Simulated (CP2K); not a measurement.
# BN (F-43m) in CP2K: band structure with revPBE

Aim: the band structure of BN with revPBE.

All numbers are computed with CP2K 2026.2; they aren't measurements. Logs are shortened: lines on timing, memory, paths and dates and some standing lists are left out, and cuts for length are marked.

**The experiment to reproduce.**

From a printed reference work, monograph, for a bulk crystal of BN at 300 K: band gap 6.4 eV (indirect).

How close the calculation comes is told below.

### Step 1. The crystal as given

It takes space group F-43m (No. 216, cubic). Conventional cell: a = 3.626 Å, b = 3.626 Å, c = 3.626 Å, α = 90.00°, β = 90.00°, γ = 90.00°. Around N (site symmetry -43m) lie 4 B at 1.57 Å. Around B (site symmetry -43m) lie 4 N at 1.57 Å.

The cell is a database's computed one.

### Step 2. Band structure, revPBE

Contents of bn_bands.inp:

```
&GLOBAL
  PROJECT bn_bands
  RUN_TYPE ENERGY_FORCE
  PRINT_LEVEL LOW
&END GLOBAL
&FORCE_EVAL
  METHOD QS
  STRESS_TENSOR ANALYTICAL
  &DFT
    BASIS_SET_FILE_NAME BASIS_MOLOPT_UZH
    POTENTIAL_FILE_NAME POTENTIAL_UZH
    &MGRID
      CUTOFF 450
      REL_CUTOFF 60
      NGRIDS 4
    &END MGRID
    &QS
      METHOD GPW
      EPS_DEFAULT 1.0E-10
    &END QS
    &KPOINTS
      SCHEME MONKHORST-PACK 13 13 13
      GAMMA_CENTERED T
      SYMMETRY T
      SYMMETRY_BACKEND SPGLIB
    &END KPOINTS
    &SCF
      SCF_GUESS ATOMIC
      EPS_SCF 1.0E-6
      MAX_SCF 100
      ADDED_MOS 10
      CHOLESKY OFF
      EPS_EIGVAL 1.0E-7
      &DIAGONALIZATION ON
        ALGORITHM STANDARD
      &END DIAGONALIZATION
      &MIXING ON
        METHOD BROYDEN_MIXING
        ALPHA 0.4
        BETA 1.5
        NBUFFER 8
      &END MIXING
      &SMEAR ON
        METHOD FERMI_DIRAC
        ELECTRONIC_TEMPERATURE [K] 580.226
      &END SMEAR
    &END SCF
    &XC
      &XC_FUNCTIONAL
        &GGA_X_PBE_R
        &END GGA_X_PBE_R
        &GGA_C_PBE
        &END GGA_C_PBE
      &END XC_FUNCTIONAL
    &END XC
    &PRINT
      &KPOINTS ON
      &END KPOINTS
      &MULLIKEN ON
      &END MULLIKEN
      &MO ON
        ENERGIES T
        OCCUPATION_NUMBERS T
        &EACH
          QS_SCF 0
        &END EACH
        ADD_LAST NUMERIC
      &END MO
      &BAND_STRUCTURE
        FILE_NAME bands.bs
        ADDED_MOS 6
        &KPOINT_SET
          UNITS B_VECTOR
          NPOINTS 8
          SPECIAL_POINT GAMMA 0.00000000 0.00000000 0.00000000
          SPECIAL_POINT X 0.50000000 0.00000000 0.50000000
          SPECIAL_POINT W 0.50000000 0.25000000 0.75000000
          SPECIAL_POINT K 0.37500000 0.37500000 0.75000000
          SPECIAL_POINT GAMMA 0.00000000 0.00000000 0.00000000
          SPECIAL_POINT L 0.50000000 0.50000000 0.50000000
          SPECIAL_POINT U 0.62500000 0.25000000 0.62500000
          SPECIAL_POINT W 0.50000000 0.25000000 0.75000000
          SPECIAL_POINT L 0.50000000 0.50000000 0.50000000
          SPECIAL_POINT K 0.37500000 0.37500000 0.75000000
        &END KPOINT_SET
        &KPOINT_SET
          UNITS B_VECTOR
          NPOINTS 8
          SPECIAL_POINT U 0.62500000 0.25000000 0.62500000
          SPECIAL_POINT X 0.50000000 0.00000000 0.50000000
        &END KPOINT_SET
      &END BAND_STRUCTURE
    &END PRINT
  &END DFT
  &SUBSYS
    &CELL
      A 2.5639706028 0.0000000000 0.0000000000
      B 1.2819853014 2.2204636766 0.0000000000
      C 1.2819853014 0.7401545589 2.0934732308
      PERIODIC XYZ
    &END CELL
    &COORD
      N   1.2819853014 0.7401545589 0.5233683077
      B   0.0000000000 0.0000000000 0.0000000000
    &END COORD
    &KIND N
      BASIS_SET TZVP-MOLOPT-PBE-GTH-q5
      POTENTIAL GTH-PBE-q5
    &END KIND
    &KIND B
      BASIS_SET TZVP-MOLOPT-PBE-GTH-q3
      POTENTIAL GTH-PBE-q3
    &END KIND
    &PRINT
      &ATOMIC_COORDINATES ON
      &END ATOMIC_COORDINATES
      &CELL ON
      &END CELL
      &SYMMETRY ON
      &END SYMMETRY
    &END PRINT
  &END SUBSYS
  &PRINT
    &FORCES ON
    &END FORCES
    &STRESS_TENSOR ON
    &END STRESS_TENSOR
  &END PRINT
&END FORCE_EVAL
```

Potentials or basis: POTENTIAL_UZH N GTH-PBE-q5, B GTH-PBE-q3; TZVP-MOLOPT-PBE-GTH basis.

The run is started by

```bash
$ OMP_NUM_THREADS=1 cp2k.psmp -i bn_bands.inp -o bn_bands.out
```

bn_bands.out:

```text

 CP2K| version string:                                       CP2K version 2026.2
 CP2K| Input file name                                              bn_bands.inp

 GLOBAL| Force Environment number                                              1
 GLOBAL| Basis set file name                                    BASIS_MOLOPT_UZH
 GLOBAL| Potential file name                                       POTENTIAL_UZH
 GLOBAL| MM Potential file name                                     MM_POTENTIAL
 GLOBAL| Coordinate file name                                      __STD_INPUT__
 GLOBAL| Method name                                                        CP2K
 GLOBAL| Project name                                                   bn_bands
 GLOBAL| Run type                                                   ENERGY_FORCE
 GLOBAL| FFT library                                                       FFTW3
 GLOBAL| Diagonalization library                                       ScaLAPACK
 GLOBAL| Cholesky decomposition library                                ScaLAPACK
 GLOBAL| DGEMM library                                                      BLAS
 GLOBAL| Direct generalized diagonalization requested                          F
 GLOBAL| Matrix multiplication library                                 ScaLAPACK
 GLOBAL| Global print level                                                  LOW
 GLOBAL| Total number of message passing processes                             1
 GLOBAL| Number of threads for this process                                    1
 GLOBAL| CPU model name                          AMD EPYC 9R45 96-Core Processor

 CELL| Volume [angstrom^3]:                                            11.918569
 CELL| Vector a [angstrom]:       2.564     0.000     0.000   |a| =     2.563971
 CELL| Vector b [angstrom]:       1.282     2.220     0.000   |b| =     2.563971
 CELL| Vector c [angstrom]:       1.282     0.740     2.093   |c| =     2.563971
 CELL| Angle (b,c), alpha [degree]:                                    60.000000
 CELL| Angle (a,c), beta  [degree]:                                    60.000000
 CELL| Angle (a,b), gamma [degree]:                                    60.000000
 CELL| Numerically orthorhombic:                                              NO
 CELL| Periodicity                                                           XYZ

 CELL_REF| Volume [angstrom^3]:                                        11.918569
 CELL_REF| Vector a [angstrom     2.564     0.000     0.000   |a| =     2.563971
 CELL_REF| Vector b [angstrom     1.282     2.220     0.000   |b| =     2.563971
 CELL_REF| Vector c [angstrom     1.282     0.740     2.093   |c| =     2.563971
 CELL_REF| Angle (b,c), alpha [degree]:                                60.000000
 CELL_REF| Angle (a,c), beta  [degree]:                                60.000000
 CELL_REF| Angle (a,b), gamma [degree]:                                60.000000
 CELL_REF| Numerically orthorhombic:                                          NO
 CELL_REF| Periodicity                                                       XYZ
[... 10 lines left out ...]

  Total number of            - Atomic kinds:                                   2
                             - Atoms:                                          2
                             - Shell sets:                                     2
                             - Shells:                                        14
                             - Primitive Cartesian functions:                 10
                             - Cartesian basis functions:                     36
                             - Spherical basis functions:                     34

  Maximum angular momentum of- Orbital basis functions:                        2
                             - Local part of the GTH pseudopotential:          2
                             - Non-local part of the GTH pseudopotential:      0

 MODULE QUICKSTEP: ATOMIC COORDINATES IN ANGSTROM

   Atom Kind Element         X             Y             Z       Z(eff)     Mass
      1    1 N     7      1.281985      0.740155      0.523368   5.0000  14.0067
      2    2 B     5      0.000000      0.000000      0.000000   3.0000  10.8110

 Crystal Symmetry Information
       International Symbol:                                               F-43m
       Point Group Symbol:                                                  -43m
       Schoenflies Symbol:                                                  Td^2
       Number of Symmetry Operations:                                         24

 SCF PARAMETERS         Density guess:                                    ATOMIC
                        --------------------------------------------------------
                        max_scf:                                             100
                        max_scf_history:                                       0
[... 92 lines left out ...]
     4 Broy./Diag. 0.40E+00    3.8     0.19889976       -12.8420386738 -3.53E-01
     5 Broy./Diag. 0.40E+00    3.7     0.01857370       -12.8689457189 -2.69E-02
     6 Broy./Diag. 0.40E+00    3.7     0.01940948       -12.8770932523 -8.15E-03
     7 Broy./Diag. 0.40E+00    3.8     0.00064303       -12.8776056404 -5.12E-04
     8 Broy./Diag. 0.40E+00    3.8     0.00074213       -12.8776324933 -2.69E-05
     9 Broy./Diag. 0.40E+00    3.7     0.00005221       -12.8776459428 -1.34E-05
    10 Broy./Diag. 0.40E+00    3.8     0.00004248       -12.8776345230  1.14E-05
    11 Broy./Diag. 0.40E+00    3.7     0.00004470       -12.8776205441  1.40E-05
    12 Broy./Diag. 0.40E+00    3.7     0.00005876       -12.8776200653  4.79E-07
    13 Broy./Diag. 0.40E+00    3.7     0.00000866       -12.8776211012 -1.04E-06
    14 Broy./Diag. 0.40E+00    3.7     0.00001813       -12.8776215819 -4.81E-07
    15 Broy./Diag. 0.40E+00    3.7     0.00001558       -12.8776216590 -7.71E-08
    16 Broy./Diag. 0.40E+00    3.8     0.00000204       -12.8776216416  1.75E-08
    17 Broy./Diag. 0.40E+00    3.7     0.00000061       -12.8776216550 -1.34E-08

  *** SCF run converged in    17 steps ***

  Electronic density on regular grids:         -7.9999999996        0.0000000004
  Core density on regular grids:                7.9999999992       -0.0000000008
  Total charge density on r-space grids:       -0.0000000004
  Total charge density g-space grids:          -0.0000000004

  Overlap energy of the core charge distribution:               0.00000009384310
  Self energy of the core charge distribution:                -30.90191424091751
  Core Hamiltonian energy:                                      9.55409082158246
  Hartree energy:                                              12.19665536813495
  Exchange-correlation energy:                                 -3.72645369763807
  Electronic entropic energy:                                  -0.00000000000000
  Fermi energy:                                                 0.42120323618158

  Total energy:                                               -12.87762165499507
  Total energy (extrapolated to T->0):                        -12.87762165499507

 MO| EIGENVALUES AND OCCUPATION NUMBERS FOR K POINT 1
 MO|
 MO|  Index      Eigenvalue [a.u.]        Eigenvalue [eV]             Occupation
 MO|      1              -0.258598              -7.036821               2.000000
 MO|      2              -0.049241              -1.339904               2.000000
 MO|      3               0.262048               7.130677               2.000000
 MO|      4               0.262048               7.130679               2.000000
 MO|      5               0.703567              19.145019               0.000000
 MO|      6               0.725544              19.743061               0.000000
 MO|      7               0.725545              19.743071               0.000000
 MO|      8               0.911242              24.796169               0.000000
 MO|      9               1.228664              33.433645               0.000000
 MO|     10               1.380086              37.554042               0.000000
 MO|     11               1.380104              37.554537               0.000000
 MO|     12               1.438900              39.154457               0.000000
 MO|     13               1.742537              47.416846               0.000000
[... 263 lines left out ...]
 MO|      4               0.265893               7.235327               2.000000
 MO|      5               0.711925              19.372477               0.000000
 MO|      6               0.726504              19.769171               0.000000
 MO|      7               0.731465              19.904163               0.000000
 MO|      8               0.891766              24.266189               0.000000
 MO|      9               1.183820              32.213383               0.000000
 MO|     10               1.296665              35.284054               0.000000
 MO|     11               1.334063              36.301695               0.000000
 MO|     12               1.458666              39.692319               0.000000
 MO|     13               1.771953              48.217288               0.000000
 MO|     14               1.835058              49.934470               0.000000
 MO| Sum:                                                               8.000000
 MO| E(Fermi):            0.421203 a.u.         11.461523 eV
 MO| Band gap:            0.446032 a.u.         12.137149 eV

 [... the levels of further k-points ...]

 !-----------------------------------------------------------------------------!
                     Mulliken Population Analysis

 #  Atom  Element  Kind  Atomic population                           Net charge
       1     N        1          5.678492                             -0.678492
       2     B        2          2.321508                              0.678492
 # Total charge                              8.000000                  0.000000

 !-----------------------------------------------------------------------------!

 KPOINTS| Band Structure Calculation
 KPOINTS| Number of k-point sets                                               2
 KPOINTS| Number of added MOs/bands                                            6
 KPOINTS| Number of k-points in set    1                                      73
 KPOINTS| In units of b-vector [2pi/Bohr]
 KPOINTS| Special point     1       GAMMA     0.000000     0.000000     0.000000
 KPOINTS| Special point     2           X     0.500000     0.000000     0.500000
 KPOINTS| Special point     3           W     0.500000     0.250000     0.750000
 KPOINTS| Special point     4           K     0.375000     0.375000     0.750000
 KPOINTS| Special point     5       GAMMA     0.000000     0.000000     0.000000
 KPOINTS| Special point     6           L     0.500000     0.500000     0.500000
 KPOINTS| Special point     7           U     0.625000     0.250000     0.625000
 KPOINTS| Special point     8           W     0.500000     0.250000     0.750000
 KPOINTS| Special point     9           L     0.500000     0.500000     0.500000
 KPOINTS| Special point    10           K     0.375000     0.375000     0.750000
 KPOINTS| Number of k-points in set    2                                       9
 KPOINTS| In units of b-vector [2pi/Bohr]
 KPOINTS| Special point     1           U     0.625000     0.250000     0.625000
 KPOINTS| Special point     2           X     0.500000     0.000000     0.500000

 ENERGY| Total FORCE_EVAL ( QS ) energy [hartree]            -12.877621655972083

 FORCES| Atomic forces [hartree/bohr]
 FORCES|   Atom     x               y               z               |f|
 FORCES|      1  2.11944649E-05 -7.82160139E-05  1.43682306E-04   1.64959253E-04
 FORCES|      2  4.00919691E-07 -1.61178414E-06  2.92077496E-06   3.35998677E-06
 FORCES| Sum     2.15953846E-05 -7.98277980E-05  1.46603081E-04
 FORCES| Total atomic force                                       1.68319046E-04

 STRESS| Analytical stress tensor [bar]
 STRESS|                        x                   y                   z
 STRESS|      x        1.61346703394E+04   3.56608778571E+00   2.91450885424E+00
 STRESS|      y        3.56608778571E+00   1.61168224094E+04   7.11155942938E+00
 STRESS|      z        2.91450885424E+00   7.11155942938E+00   1.61460985547E+04
 STRESS| 1/3 Trace                                             1.61325304345E+04
 STRESS| Determinant                                           4.19862411797E+12

 STRESS| Eigenvectors and eigenvalues of the analytical stress tensor [bar]
 STRESS|                        1                   2                   3
 STRESS| Eigenvalues   1.61147777925E+04   1.61341179995E+04   1.61486955116E+04
 STRESS|      x          -0.143269637307      0.956217308514      0.255190654069
 STRESS|      y           0.967913686880      0.081594804023      0.237666536786
 STRESS|      z          -0.206438624722     -0.281052925362      0.937225878520
```

It took 72 s on 1 thread of AMD EPYC 9R45 (Zen 5), shared host; peak memory 0.28 GiB.

What came out:

| Property | Result |
| --- | --- |
| Free energy | -350.4179 eV |
| Pressure | 1.6 GPa |
| Band gap on the k mesh | 4.62 eV, indirect (least direct gap 8.75 eV) |
| Band gap along the path | 4.55 eV, indirect (least direct gap 8.75 eV) |
| Mulliken charges | N -0.68; B +0.68 e |

Levels at the corners of the path, in eV from the valence-band top:
| point | band 2 | band 3 | band 4 | band 5 | band 6 | band 7 |
| --- | --- | --- | --- | --- | --- | --- |
| Γ | 0.00 | 0.00 | 0.00 | 8.75 | 8.75 | 8.75 |
| X | -8.83 | -4.86 | -4.86 | 4.55 | 9.38 | 17.77 |
| W | -7.54 | -6.87 | -6.42 | 9.67 | 13.23 | 14.55 |
| K | -8.06 | -7.56 | -4.04 | 6.98 | 12.89 | 15.75 |
| Γ | 0.00 | 0.00 | 0.00 | 8.75 | 8.75 | 8.75 |
| L | -10.57 | -1.93 | -1.93 | 10.12 | 10.70 | 10.70 |
| U | -8.06 | -7.56 | -4.04 | 6.98 | 12.89 | 15.75 |
| W | -7.54 | -6.87 | -6.42 | 9.67 | 13.23 | 14.55 |
| L | -10.57 | -1.93 | -1.93 | 10.12 | 10.70 | 10.70 |
| K | -8.06 | -7.56 | -4.04 | 6.98 | 12.89 | 15.75 |
| U | -8.06 | -7.56 | -4.04 | 6.98 | 12.89 | 15.75 |
| X | -8.83 | -4.86 | -4.86 | 4.55 | 9.38 | 17.77 |

Caveat: Mulliken charges move with the basis; the potentials were made for another functional, which shifts forces and pressure; the basis of atomic orbitals isn't converged, which shifts pressures, moduli and gaps.

### Step 3. How close it comes

Step 2. Against the measured gap of BN, 6.4 eV (indirect; 300 K; a printed reference work, monograph), the calculated 4.55 eV is off by -1.85 eV. The value is that of revPBE in an atomic basis (POTENTIAL_UZH N GTH-PBE-q5, B GTH-PBE-q3; TZVP-MOLOPT-PBE-GTH basis), whose error adds to the functional's,, without temperature or zero-point motion. Semilocal functionals fall short of measured gaps as a rule. The cell is a database's relaxed one, not the measured one, which moves gaps too.
